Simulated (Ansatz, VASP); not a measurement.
## MgO in VASP and in Ansatz

```
Mg O
1.0
     3.49477    0.00000    0.00000
    -1.74738    3.02656    0.00000
     0.00000    0.00000    4.19471
Mg O
2 2
Direct
  0.66667 0.33333 0.74318
  0.33333 0.66667 0.25682
  0.66667 0.33333 0.24928
  0.33333 0.66667 0.75072
```

Change from the starting cell: mode 4 frozen in at +0.000 Å and mode 7 at -0.029 Å (largest displacements).

Alike in both runs: task single point; functional PBEsol; k mesh 9 × 9 × 6; occupations gaussian, width 0.05 eV; no spin polarisation.

|  | VASP | Ansatz |
| --- | --- | --- |
| version | VASP 6.6.1 | Ansatz 0.2.0 |
| potentials or method | VASP PAW PBE potentials, release 64 (Mg, O) | scalar-relativistic, plane waves, PAW |
| plane-wave cutoff (eV) | 520 | 520 |
| valence electrons in the cell | 16 | 32 |

|  | VASP | Ansatz | Ansatz less VASP |
| --- | --- | --- | --- |
| gap on the k mesh at the Fermi level (eV) | 3.27 | 3.28 | +0.010 |
| least direct gap on the mesh (eV) | 3.27 | 3.28 | +0.010 |
| pressure (GPa) | -0.4 | 0.1 | +0.49 |
| largest component of the traceless stress (GPa) | 0.05 | 0.13 | +0.085 |
| rms of the force components (eV/Å) | 0.174 | 0.172 | -0.0021 |

Atom by atom the forces differ by 0.002 eV/Å (rms over components). The two sets of potentials don't hold the same shells in valence. Ansatz warned: «pseudo_functional_mismatch».

Caveats: the PAW data sets were made with another functional, which shifts forces and pressure a little (VASP).
